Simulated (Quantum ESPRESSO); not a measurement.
# Si (Fd-3m) in Quantum ESPRESSO: a series of runs, part 2 of 2

Quantum ESPRESSO 7.5. The steps go on from the part before.

### Step 3. Relaxation of cell and atoms, PBE, target pressure 3 GPa, at which the enthalpy is minimised

pw.in

```
&CONTROL
  calculation = 'vc-relax'
  prefix = 'pwscf'
  outdir = './tmp'
  pseudo_dir = './pseudo'
  tprnfor = .true.
  tstress = .true.
  disk_io = 'low'
  nstep = 40
  forc_conv_thr = 0.0004
  etot_conv_thr = 1d-05
/
&SYSTEM
  ibrav = 0
  nat = 2
  ntyp = 1
  ecutwfc = 55
  ecutrho = 440
  nbnd = 9
  occupations = 'fixed'
/
&ELECTRONS
  conv_thr = 4d-10
  electron_maxstep = 120
  mixing_beta = 0.5
/
&IONS
  ion_dynamics = 'bfgs'
/
&CELL
  cell_dynamics = 'bfgs'
  press = 30
  press_conv_thr = 0.3
/
ATOMIC_SPECIES
Si    28.0850 Si.pbe-n-rrkjus_psl.1.0.0.UPF
CELL_PARAMETERS angstrom
   0.0000000000    2.7155000000    2.7155000000
   2.7155000000    0.0000000000    2.7155000000
   2.7155000000    2.7155000000    0.0000000000
ATOMIC_POSITIONS crystal
Si     0.0000000000    0.0000000000    0.0000000000
Si     0.2500000000    0.2500000000    0.2500000000
K_POINTS automatic
11 11 11 0 0 0
```

Potentials or basis: SSSP 1.3 efficiency PBE.

The run is started by

```console
> OMP_NUM_THREADS=1 pw.x -in pw.in > pw.out
```

pw.out:

```text
This program is part of the open-source Quantum ESPRESSO suite
     for quantum simulation of materials; please cite
[... 9 lines left out ...]
     --------------------
     sticks:   dense  smooth     PW     G-vecs:    dense   smooth      PW
     Sum        1597     805    253                42087    14841    2565

     Using Slab Decomposition

     bravais-lattice index     =            0
     lattice parameter (alat)  =       7.2571  a.u.
     unit-cell volume          =     270.2564 (a.u.)^3
     number of atoms/cell      =            2
     number of atomic types    =            1
     number of electrons       =         8.00
     number of Kohn-Sham states=            9
     kinetic-energy cutoff     =      55.0000  Ry
     charge density cutoff     =     440.0000  Ry
     scf convergence threshold =      4.0E-10
     mixing beta               =       0.5000
     number of iterations used =            8  plain     mixing
     energy convergence thresh.=      1.0E-05
     force convergence thresh. =      4.0E-04
     press convergence thresh. =      3.0E-01
     Exchange-correlation= PBE
                           (   1   4   3   4   0   0   0)
     nstep                     =           40

     celldm(1)=   7.257109  celldm(2)=   0.000000  celldm(3)=   0.000000
     celldm(4)=   0.000000  celldm(5)=   0.000000  celldm(6)=   0.000000

     crystal axes: (cart. coord. in units of alat)
               a(1) = (   0.000000   0.707107   0.707107 )
               a(2) = (   0.707107   0.000000   0.707107 )
[... 1649 lines left out ...]

     PseudoPot. # 1 for Si read from file:
     Si.pbe-n-rrkjus_psl.1.0.0.UPF
     Pseudo is Ultrasoft + core correction, Zval =  4.0
     Generated using "atomic" code by A. Dal Corso  v.5.1
     Using radial grid of 1141 points,  6 beta functions with:
                l(1) =   0
                l(2) =   0
                l(3) =   1
                l(4) =   1
                l(5) =   2
                l(6) =   2
     Q(r) pseudized with 0 coefficients

     atomic species   valence    mass     pseudopotential
     Si                4.00    28.08500     Si( 1.00)

     48 Sym. Ops., with inversion, found (24 have fractional translation)

   Cartesian axes

     site n.     atom                  positions (alat units)
         1        Si     tau(   1) = (   0.0000000   0.0000000   0.0000000  )
         2        Si     tau(   2) = (   0.3523225   0.3523225   0.3523225  )

     number of k points=    56
                       cart. coord. in units 2pi/alat
        k(    1) = (   0.0000000   0.0000000   0.0000000), wk =   0.0015026
        k(    2) = (   0.0645070   0.0645070  -0.0645070), wk =   0.0120210
        k(    3) = (   0.1290140   0.1290140  -0.1290140), wk =   0.0120210
        k(    4) = (   0.1935211   0.1935211  -0.1935211), wk =   0.0120210
        k(    5) = (   0.2580281   0.2580281  -0.2580281), wk =   0.0120210
        k(    6) = (   0.3225351   0.3225351  -0.3225351), wk =   0.0120210
[... 48 lines left out ...]
        k(   55) = (  -0.0645070  -0.4515492   0.7095772), wk =   0.0360631
        k(   56) = (   0.0000000  -0.3870421   0.6450702), wk =   0.0360631

     Dense  grid:    41655 G-vectors     FFT dimensions: (  60,  60,  60)

     Smooth grid:    14649 G-vectors     FFT dimensions: (  36,  36,  36)

     Initial potential from superposition of free atoms

     starting charge       7.9989, renormalised to       8.0000
     Starting wfcs are    8 randomized atomic wfcs +    1 random wfcs

     Self-consistent Calculation

     iteration #  1     ecut=    55.00 Ry     beta= 0.50
     Davidson diagonalization with overlap
     c_bands:  1 eigenvalues not converged
     c_bands:  1 eigenvalues not converged
     c_bands:  1 eigenvalues not converged
     c_bands:  1 eigenvalues not converged
     c_bands:  1 eigenvalues not converged
     c_bands:  1 eigenvalues not converged
[... 391 lines left out ...]
          total   stress  (Ry/bohr**3)                   (kbar)     P=       30.04
   0.00020419  -0.00000000  -0.00000000           30.04       -0.00       -0.00
  -0.00000000   0.00020419  -0.00000000           -0.00       30.04       -0.00
  -0.00000000  -0.00000000   0.00020419           -0.00       -0.00       30.04

=------------------------------------------------------------------------------=
   JOB DONE.
=------------------------------------------------------------------------------=
```

It took 80 s on 1 thread of Intel Xeon Platinum 8375C at 2.90GHz (Ice Lake), shared host; peak memory 0.2 GiB.

What came out:

* Free energy: -310.7451 eV
* Relaxed volume: 19.82 Å³/atom
* Relaxed cell: a = 3.827 Å, b = 3.827 Å, c = 3.827 Å, α = 60.00°, β = 60.00°, γ = 60.00°
* Space group after relaxing (to 0.05 Å): Fd-3m (No. 227)
* Energy change on relaxing (the enthalpy is what falls): +3.2 meV/atom
* Ionic steps: 4
* Pressure after relaxing: 3.0 GPa
* Band gap on the k mesh: 0.58 eV, indirect (least direct gap 2.57 eV)

The path:
```
step  energy change (eV)  largest force (eV/Å)  pressure (GPa)  volume (Å³)
   1              0.0000                0.0000            1.96        40.05
   2              0.0029                0.0000            2.48        39.84
   3              0.0065                0.0000            3.01        39.63
   4              0.0065                0.0000            3.00        39.63
```

Final structure:
```
Si
1.0
     0.00000    2.70605    2.70605
     2.70605    0.00000    2.70605
     2.70605    2.70605    0.00000
Si
2
Cartesian
  0.0000 0.0000 0.0000
  1.3530 1.3530 1.3530
```

Caveat: an odd mesh through Γ misses points on the zone boundary, where band edges often lie.
